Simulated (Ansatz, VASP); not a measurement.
## Two plane-wave programs on Mo

INCAR

```
ALGO = Normal
EDIFF = 1E-7
ENCUT = 520
GGA = PE
ISIF = 2
ISMEAR = 0
LASPH = T
LCHARG = F
LREAL = F
LWAVE = F
NBANDS = 13
NELM = 80
PREC = Accurate
SIGMA = 0.1
```

The input KPOINTS:

```
k-points
0
Gamma
  18 18 18
```

The input POSCAR:

```
Mo
1.0
   -1.5083956500      1.5083956500      1.5083956500
    1.5083956500     -1.5083956500      1.5083956500
    1.5083956500      1.5083956500     -1.5083956500
Mo
1
Direct
    0.0000000000      0.0000000000      0.0000000000
```

Input for Ansatz:

```yaml
crystal:
  lattice:
    - [-1.50839565, 1.50839565, 1.50839565]
    - [1.50839565, -1.50839565, 1.50839565]
    - [1.50839565, 1.50839565, -1.50839565]
  atoms:
    - { symbol: Mo, position: [0.0, 0.0, 0.0] }
basis:
  ecutwfc: 420
kpoints:
  mp_grid: { grid: [18, 18, 18] }
hamiltonian:
  xc: pbe
scf:
  occupations: { method: gaussian, width: 0.1 }
output:
  forces: true
  stress: true
  eigenvalues: true
  write_density: true
  write_potential: true
  elf: true
  volumetric_format: npy
```

Alike in both runs: task single point; functional PBE; k mesh 18 × 18 × 18; occupations gaussian, width 0.1 eV; no spin polarisation.

|  | VASP | Ansatz |
| --- | --- | --- |
| version | VASP 6.6.1 | Ansatz 0.2.0 |
| potentials or method | VASP PAW PBE potentials, release 64 (Mo_sv) | scalar-relativistic, plane waves, PAW |
| plane-wave cutoff (eV) | 520 | 420 |
| valence electrons in the cell | 14 | 14 |

```csv
,VASP,Ansatz,Ansatz less VASP
gap on the k mesh at the Fermi level (eV),none,none,-
pressure (GPa),49.9,48.9,-0.94
```

A gap of «none» marks a metal or a gap that the smearing closes.

Caveats: so large a pressure means that the cell lies far from this level's equilibrium, or that cutoff or potentials fall short (VASP).
